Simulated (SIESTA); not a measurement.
The system is InP.

```xyz
2
Lattice="0.0000 2.9305 2.9305 2.9305 0.0000 2.9305 2.9305 2.9305 0.0000" Properties=species:S:1:pos:R:3 pbc="T T T"
In    0.0000    0.0000    0.0000
P     4.3957    4.3957    4.3957
```

Base run:

| Quantity | Value |
| --- | --- |
| Program | SIESTA 5.4.2 |
| Functional | PBE |
| Potentials or basis | PseudoDojo 0.4 standard (PBE files) |
| Basis | DZP (energy shift 0.002 Ry; radii capped at 9.5 bohr) |
| Grid cutoff | 500 Ry |
| Energy shift | 0.002 Ry |
| k mesh | 8 × 8 × 8 |
| Occupations | fermi-dirac, width 0.05 eV |
| Spin | no spin polarisation |

Its results: band gap on the k mesh 0.81 eV, direct; pressure 4.0 GPa.

**Question.** After a change of settings the same cell gave: band gap on the k mesh 0.70 eV, direct; pressure 3.6 GPa. Which change was it?
A. basis from DZP (energy shift 0.002 Ry; radii capped at 9.5 bohr) to DZ (energy shift 0.01 Ry); energy shift from 0.002 Ry to 0.01 Ry
B. basis from DZP (energy shift 0.002 Ry; radii capped at 9.5 bohr) to DZ (energy shift 0.002 Ry; radii capped at 9.5 bohr)
C. basis from DZP (energy shift 0.002 Ry; radii capped at 9.5 bohr) to DZP (energy shift 0.003 Ry; two zetas on semicore shells); energy shift from 0.002 Ry to 0.003 Ry
D. potentials or basis from PseudoDojo 0.4 standard (PBE files) to SG15 1.2 (PBE files) or PseudoDojo by element

**Answer.** D.

Caveats: semicore shells carry a single zeta, which can move pressures by several GPa and volumes by a few percent; spin-orbit coupling is left out, which moves the levels of the heavy elements; the basis of atomic orbitals isn't converged, which shifts pressures, moduli and gaps.

Not every run made on this cell is shown here.
